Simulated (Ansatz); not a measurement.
**RbBr (Fm-3m): the HSE06 gap against the k mesh of the hybrid**

Wanted: the cheapest k mesh of the hybrid that holds the HSE06 gap of RbBr (Fm-3m).

Method: DFT, HSE06, plane waves, PAW; PAW set soft_1, in Ansatz 0.2.0.

The database entry behind the starting cell differs from later determinations by our own check (about 0.5 % short), so it need not match the best structure at ambient conditions.

### Step 1. Starting point

Symmetry: Fm-3m, No. 225, cubic system. Conventional cell: a = 6.854 Å, b = 6.854 Å, c = 6.854 Å, α = 90.00°, β = 90.00°, γ = 90.00°. Nearest to Rb lie 6 Br at 3.43 Å. Nearest to Br lie 6 Rb at 3.43 Å. Farther neighbours and most contacts between anions are not listed.

The cell and positions come from the Crystallography Open Database and are kept as given unless a step says otherwise.

### Step 2. k mesh of the hybrid: 2×2×2

File input.yaml:

```yaml
crystal:
  lattice:
    - [0.0, 3.427, 3.427]
    - [3.427, 0.0, 3.427]
    - [3.427, 3.427, 0.0]
  atoms:
    - { symbol: Rb, position: [0.0, 0.0, 0.0] }
    - { symbol: Br, position: [0.5, 0.5, 0.5] }
kpoints:
  mp_grid: { grid: [2, 2, 2] }
  band_path:
    path:
      - [0.0, 0.0, 0.0]
      - [0.5, 0.0, 0.5]
      - [0.625, 0.25, 0.625]
      - [0.375, 0.375, 0.75]
      - [0.5, 0.5, 0.5]
      - [0.5, 0.25, 0.75]
    npoints: 1
hamiltonian:
  xc: hse06
  pseudopotentials: { kind: paw, azcp: { folder: soft_1 } }
scf:
  occupations: { method: fixed }
  n_extra_bands: 4
output:
  eigenvalues: true
```

The run is started by

```
ansatz run input.yaml --threads 24 --pin off --max-ram 82944MiB --backend cuda --events-out ev --progress --plain --runs-dir out --devices 1 --max-vram 78GiB
```

Numbers of over 12 decimals in the logs are rounded to 6 here.

Log:

```text
scf.n_extra_bands = 4 over 8 filled bands (N_el = 16.0): the run solves 12 bands
exact exchange: scf.exx.singularity resolves to wigner_seitz, which cuts the screened interaction at the faces of the exchange supercell's Wigner-Seitz cell, so that each pair interacts once, at the shortest of its separations (the periodic images that this leaves out come, for a point-like exchange hole, to about 0.020 eV on a filled level). The cut falls within the interaction's reach, and what an exchange supercel [...]
GPUs: using 1 of 1 available (devices: 1).
Engine: ansatz 0.2.0, aarch64-unknown-linux-gnu
Pseudopotentials: kind: paw
Pseudopotential: Rb, paw, valence charge 9, recommended cutoff 420 eV (normal), soft_1/Rb.paw.azcp
Pseudopotential: Br, paw, valence charge 7, recommended cutoff 420 eV (normal), soft_1/Br.paw.azcp
Functional definition: HSE06
  parameter a = 0.25
  parameter omega = 0.11/bohr
  exchange = pbe_x - a*pbe_x_sr(omega) + a*exact_x_sr(omega)
  correlation = pbe_c
davidson cushion auto → on  (no smearing: the cushion is to keep the highest requested band from converging to the state above it; pin scf.eigensolver.cushion to override)
device memory: the entry about to start is reckoned to put 1.0 GiB on a device that reports 177.2 GiB free (of which the cap on the GPU budget leaves the run 78.0 GiB)
GPU FFT provider: cuFFT
GPU libraries: cuBLAS 13.8.1, cuFFT 12.4.0, cuSOLVER 12.3.2
GPU matrix products: emulated (plane waves: as basis.precision tells), large ones in fixed point in workspaces of 1.00 GiB
Crystal: 2 atoms, lattice volume = 80.496 Å³
Basis set: ecut = 420 eV, 1591 PW (Γ)
Bands: 12, of which v1, the nominal top of the filled ones, is band 8 counted from 1 (7 counted from 0)
Symmetry: 48 space group operations
Space group: Fm-3m (ITA 225), of the structure as read, at distance tolerance 4.3e-5 Å
k-points: 3 of 8
Non-local potential: Rb, projectors of the file, l = 0: 3, l = 1: 2, l = 2: 2
Non-local potential: Br, projectors of the file, l = 0: 2, l = 1: 2, l = 2: 2
PAW form: soft (Blöchl's): semilocal exchange-correlation on the pseudo side does not see the compensation charge
PAW frozen core: Rb, regenerated for the run's functional, and the local potential with it (the file was generated under x = pbe(κ = 0.804, μ = 0.219515), c = pbe(β = 0.066725))
PAW frozen core: Br, regenerated for the run's functional, and the local potential with it (the file was generated under x = pbe(κ = 0.804, μ = 0.219515), c = pbe(β = 0.066725))
PAW one-centre angular grid: Rb, 110 points (default); XC on 64 Gauss nodes
PAW one-centre angular grid: Br, 110 points (default); XC on 64 Gauss nodes
Initial density: superposition of atomic densities (chi_scale 0.1, normalization cell, long waves kept (reshape's long-wave potential 0.00 eV rms))
Initial wavefunctions: pseudopotential atomic-orbital guess
GPU buffer pool allocated for 46656 grid points (all kernels)
GPU transforms: local potential and band sums: pruned to the plane-wave sphere, on 36×36×36
Functional: x = pbe(κ = 0.804, μ = 0.219515), c = pbe(β = 0.066725), warm-up for x = pbe(κ = 0.804, μ = 0.219515) + 0.25 (exact − pbe) at short range (hse, ω = 0.207870 Å⁻¹), c = pbe(β = 0.066725); HSE06 as pw.x's `hse` composes it (authors' and Libxc's form: `xc: wpbeh`)
SCF iter   1: F=—  HF=-6054.470159 eV  |F-HF|=—  |Δ(HF+E_count)|=         —  Δρ=2.68e-2  dr2=1.13e0  ethr=1.00e-1  ⟨swp⟩=6.7  Hψ=129  notcnv=0
preconditioner: auto → none  [insulator: Δε(μ)=3.290 eV  Ē_g=13.479 eV  n_scr=14 (ndim 8)  ℏωp=15.5 eV  f_vac=0.000]
iter 2 solved again at ethr=3.89e-4 eV; its pass at ethr=7.08e-3 eV (dr2=6.22e-2 eV) is discarded
SCF iter   2: F=—  HF=-6054.005327 eV  |F-HF|=—  |Δ(HF+E_count)|=   4.65e-1  Δρ=6.54e-3  dr2=6.21e-2  ethr=3.89e-4  ⟨swp⟩=2.7  Hψ=191  notcnv=0
SCF iter   3: F=—  HF=-6054.005104 eV  |F-HF|=—  |Δ(HF+E_count)|=   2.23e-4  Δρ=2.97e-3  dr2=7.83e-3  ethr=3.88e-4  ⟨swp⟩=3.0  Hψ=92  notcnv=0
[...]
Frozen-core exchange: fock
SCF iter   1: F=—  HF=-6058.523136 eV  |F-HF|=—  |Δ(HF+E_count)|=         —  Δρ=2.60e-3  dr2=5.76e-3  ethr=3.24e-5  ⟨swp⟩=5.0  Hψ=153  notcnv=0
preconditioner: auto → none  [insulator: Δε(μ)=5.519 eV  Ē_g=15.161 eV  n_scr=14 (ndim 8)  ℏωp=15.5 eV  f_vac=0.076]
SCF iter   2: F=—  HF=-6058.522509 eV  |F-HF|=—  |Δ(HF+E_count)|=   6.28e-4  Δρ=1.01e-3  dr2=7.03e-4  ethr=3.24e-5  ⟨swp⟩=3.0  Hψ=96  notcnv=0
SCF iter   3: F=—  HF=-6058.523984 eV  |F-HF|=—  |Δ(HF+E_count)|=   1.48e-3  Δρ=1.88e-4  dr2=2.88e-5  ethr=3.49e-6  ⟨swp⟩=4.0  Hψ=107  notcnv=0  defer=1
SCF iter   4: F=—  HF=-6058.523977 eV  |F-HF|=—  |Δ(HF+E_count)|=   6.98e-6  Δρ=4.16e-5  dr2=1.99e-6  ethr=1.39e-7  ⟨swp⟩=3.7  Hψ=97  notcnv=0  defer=1
SCF iter   5: F=-6058.523978 eV  HF=-6058.523978 eV  |F-HF|=6.24e-9  |Δ(HF+E_count)|=   3.11e-7  Δρ=2.57e-6  dr2=8.48e-7  ethr=7.12e-9  ⟨swp⟩=4.0  Hψ=111  notcnv=0  defer=1
SCF 2 stopped early in 5 iterations: F = -6058.523978 eV  dr2 = 8.48e-7
hybrid outer 1: dexx = +1.857e-3 eV, tail = 5.43e-6 eV
GPU FFT provider: cuFFT
GPU libraries: cuBLAS 13.8.1, cuFFT 12.4.0, cuSOLVER 12.3.2
GPU matrix products: emulated (plane waves: as basis.precision tells), large ones in fixed point in workspaces of 1.00 GiB
GPU buffer pool allocated for 46656 grid points (all kernels)
GPU transforms: local potential and band sums: pruned to the plane-wave sphere, on 36×36×36
Exchange kernel: α = 0.2500, screened, ω = 0.2079 Å⁻¹, Wigner–Seitz truncation, v(0) = 839.6803 eV·Å³, q-mesh 2×2×2, nearest image of the exchange supercell L = 9.69 Å, pair-density grid 18×18×18, without the augmentation charges, whose exchange is taken in its separable form by FFT convolution over the k-point mesh (sized by the pseudopotential files, 27×27×27 at the most), smooth part of the exact exchange by density-matrix convolution in up to 289.1 MiB of GPU memory as planned if the GPU has room (build and FFT work areas not counted)
Frozen-core exchange: fock
SCF iter   1: F=—  HF=-6058.524098 eV  |F-HF|=—  |Δ(HF+E_count)|=         —  Δρ=2.25e-5  dr2=2.69e-7  ethr=1.70e-7  ⟨swp⟩=4.3  Hψ=102  notcnv=0
preconditioner: auto → none  [insulator: Δε(μ)=5.524 eV  Ē_g=15.144 eV  n_scr=14 (ndim 8)  ℏωp=15.5 eV  f_vac=0.090]
iter 2 solved again at ethr=4.03e-11 eV; its pass at ethr=1.55e-9 eV (dr2=6.44e-9 eV) is discarded
SCF iter   2: F=-6058.524098 eV  HF=-6058.524098 eV  |F-HF|=4.89e-9  |Δ(HF+E_count)|=   7.92e-8  Δρ=5.59e-6  dr2=1.62e-8  ethr=4.03e-11  ⟨swp⟩=3.3  Hψ=203  notcnv=0
SCF 3 converged in 2 iterations: F = -6058.524098 eV  dr2 = 1.62e-8
hybrid outer 2: dexx = +1.530e-7 eV, tail = 3.60e-8 eV, Δε = 7.61e-4 eV (about 5.68e-5 eV left of the loop's levels)
device memory: the entry about to start is reckoned to put 0.4 GiB on a device that reports 177.1 GiB free (of which the cap on the GPU budget leaves the run 78.0 GiB)
NSCF: frozen V_eff on 6 k-points
hybrid SCF converged: 2 outer / 7 inner (+4 warm-up), last move |dexx| = 1.53e-7 eV, tail = 3.60e-8 eV
Stability not checked: this state was not tested for a lower state beside it, because the functional holds exact exchange (a hybrid, or Hartree-Fock), whose exchange loop this test does not read (fock_operator; see scf.lower_state_search)
Free energy (F): -6058.524098 eV
Frozen-core exchange: fock
Harris-Foulkes:  -6058.524098 eV  (|F-HF|=4.89e-9)
Internal energy: -6058.524098 eV  (E = F + TS)
E sigma→0 (E₀):  -6058.524098 eV
Fermi energy:    0.422157 eV
--- Per-component energies (eV) ---
  E_band       = -128.847974
  E_kinetic    = 314.431036
  E_local      = -781.373643  (includes V_loc(G=0)·N_el)
  E_nonlocal   = 237.810562
  E_hartree    = 204.340829
  E_xc         = -257.192328
  E_vxc        = -192.154099  (∫ρ·V_xc dr)
  E_exx        = -33.355430  (= α·E_x^exact, valence–valence)
  E_paw        = -4972.113330  (= ΣΔE_a)
  E_vpaw       = -49.533609  (= ΣTr[D̂ρ^β])
  E_aug_tail   = -0.000018  (compensation charges beyond the density's cutoff)
  E_ewald      = -770.339449
  E_core_change = -0.732327  (= ΣΔE_core)
  E_smearing   = -0.000000  (= −TS)
  E_closure    = 0.000000  (closes the sum)
  Σ components = -6058.524098   (vs F -6058.524098, Δ=0.00e0)
--- Band table (eV) ---
  k-point 0: bands = [... 4 lower, -8.6495, 0.4222, 0.4222, 0.4222, 5.9467, 8.9332, 8.9332, 8.9332]
  k-point 1: bands = [... 4 lower, -8.5837, -0.5817, 0.0574, 0.0574, 8.3773, 9.3863, 11.2955, 11.2955]
  k-point 2: bands = [... 4 lower, -8.7256, -0.0632, 0.2582, 0.2582, 7.1577, 8.8230, 10.8521, 11.0215]
```

Elapsed: 2.3 s, on 1 × NVIDIA GB200 (shared by 2 runs) with 24 threads of Arm Neoverse V2, shared host; peak memory 1 GiB; 6.3 s of CPU time.

Numbers from this step:

- gap: 5.525 eV
- valence top at: Γ
- conduction bottom at: Γ
- least direct gap: 5.525 eV
- exact-exchange fraction: 0.25

The gap is direct, at Γ.

### Step 3. k mesh of the hybrid: 4×4×4

Edit input.yaml of step 2 so:

```diff
@@ -9,3 +9,3 @@
 kpoints:
-  mp_grid: { grid: [2, 2, 2] }
+  mp_grid: { grid: [4, 4, 4] }
   band_path:
```

Log:

```text
[...]
GPUs: using 1 of 1 available (devices: 1).
[...]
GPU FFT provider: cuFFT
GPU libraries: cuBLAS 13.8.1, cuFFT 12.4.0, cuSOLVER 12.3.2
[...]
Crystal: 2 atoms, lattice volume = 80.496 Å³
Basis set: ecut = 420 eV, 1591 PW (Γ)
Bands: 12, of which v1, the nominal top of the filled ones, is band 8 counted from 1 (7 counted from 0)
Symmetry: 48 space group operations
[...]
k-points: 8 of 64
[...]
Internal energy: -6058.583015 eV  (E = F + TS)
E sigma→0 (E₀):  -6058.583015 eV
Fermi energy:    0.385346 eV
[...]
--- Band table (eV; the first three rows and the last of 8) ---
  k-point 0: bands = [... 4 lower, -8.6340, 0.3853, 0.3853, 0.3853, 5.9063, 8.9212, 8.9212, 8.9212]
  k-point 1: bands = [... 4 lower, -8.6024, -0.1829, 0.1946, 0.1946, 7.1913, 8.7435, 9.6770, 9.6770]
  k-point 2: bands = [... 4 lower, -8.5709, -0.6369, 0.0175, 0.0175, 8.3423, 9.3602, 11.2917, 11.2917]
  k-point 7: bands = [... 4 lower, -8.6082, -0.1267, 0.0199, 0.0199, 8.6602, 8.6602, 9.9690, 10.4015]
[key lines of the parts left out:]
Free energy (F): -6058.583015 eV
```

The job ended after 3.2 s (1 × NVIDIA GB200 (shared by 2 runs) with 24 threads; peak memory 1.1 GiB; 9.5 s of CPU time).

This step gave:

| Property | Result |
| --- | --- |
| gap | 5.521 eV |
| valence top at | Γ |
| conduction bottom at | Γ |
| least direct gap | 5.521 eV |

The gap is 5.521 eV, −0.004 eV from the run before at this level.

### Step 4. k mesh of the hybrid: 6×6×6

Edit input.yaml of step 3 so:

```diff
@@ -9,3 +9,3 @@
 kpoints:
-  mp_grid: { grid: [4, 4, 4] }
+  mp_grid: { grid: [6, 6, 6] }
   band_path:
```

Log:

```text
[...]
GPUs: using 1 of 1 available (devices: 1).
[...]
GPU FFT provider: cuFFT
GPU libraries: cuBLAS 13.8.1, cuFFT 12.4.0, cuSOLVER 12.3.2
[...]
Crystal: 2 atoms, lattice volume = 80.496 Å³
Basis set: ecut = 420 eV, 1591 PW (Γ)
Bands: 12, of which v1, the nominal top of the filled ones, is band 8 counted from 1 (7 counted from 0)
Symmetry: 48 space group operations
[...]
k-points: 16 of 216
[...]
Internal energy: -6058.583181 eV  (E = F + TS)
E sigma→0 (E₀):  -6058.583181 eV
Fermi energy:    0.385194 eV
[...]
--- Band table (eV; the first three rows and the last of 16) ---
  k-point 0: bands = [... 4 lower, -8.6339, 0.3852, 0.3852, 0.3852, 5.9059, 8.9211, 8.9211, 8.9211]
  k-point 1: bands = [... 4 lower, -8.6181, 0.0816, 0.2879, 0.2879, 6.5523, 8.7543, 9.2645, 9.2645]
  k-point 2: bands = [... 4 lower, -8.5866, -0.4206, 0.1043, 0.1043, 7.8090, 8.9089, 10.2234, 10.2234]
  k-point 15: bands = [... 4 lower, -8.6338, -0.0543, -0.0442, 0.1084, 7.8592, 9.5652, 9.5938, 10.7394]
[key lines of the parts left out:]
Free energy (F): -6058.583181 eV
```

Wall time 4.1 s (1 × NVIDIA GB200 (shared by 2 runs) with 24 threads); peak memory 1.2 GiB.

Numbers from this step:

- gap: 5.521 eV
- valence top at: Γ
- conduction bottom at: Γ
- least direct gap: 5.521 eV

The gap is 5.521 eV, as in the run before at this level.

### Step 5. The series

Differences are against the last row; a negative gap means that bands overlap, and a run with a band path holds that path's time. Times are wall times on 1 × NVIDIA GB200 (shared by 2 runs) with 24 threads of Arm Neoverse V2, shared host, good to a factor of about two.

```
k mesh of the hybrid  gap (eV)  direct gap (eV)  gap error (eV)  energy error (meV/atom)  irreducible k   time
               2×2×2     5.525            5.525          +0.004                    +29.5              3  2.3 s
               4×4×4     5.521            5.521         +0.0002                     +0.1              8  3.2 s
               6×6×6     5.521            5.521          +0.000                     +0.0             16  4.1 s
```

### Step 6. Results

```
2×2×2 : 5.525 eV
4×4×4 : 5.521 eV
6×6×6 : 5.521 eV
```

What this shows: The gap holds to 0.02 eV from 2×2×2 on, the cheapest setting tried. At 2×2×2 the gap is off by +0.004 eV and the energy by +30 meV/atom. The gap is read over the mesh and added points near the edges, so meshes differ mainly through the density and, for a hybrid, the exchange operator.

[Paths, hosts, dates, memory and timing lines, banners, echoed tables and standing remarks are left out of the program output.]

[Logs are printed without paths, hosts, clocks, repeated set-up lines and the standing remarks that a program may print on its own settings, such as how far it seeks lower states.]

[Runs of the session that timed out or met a known fault of the program may be left out.]

[Cells called generated may have been cut or substituted from an entry of the Crystallography Open Database or the Materials Project.]

[Hosts, paths, dates, database ids (printed as entryN), source tags and the programs' standing remarks are cut or masked in the printed files.]
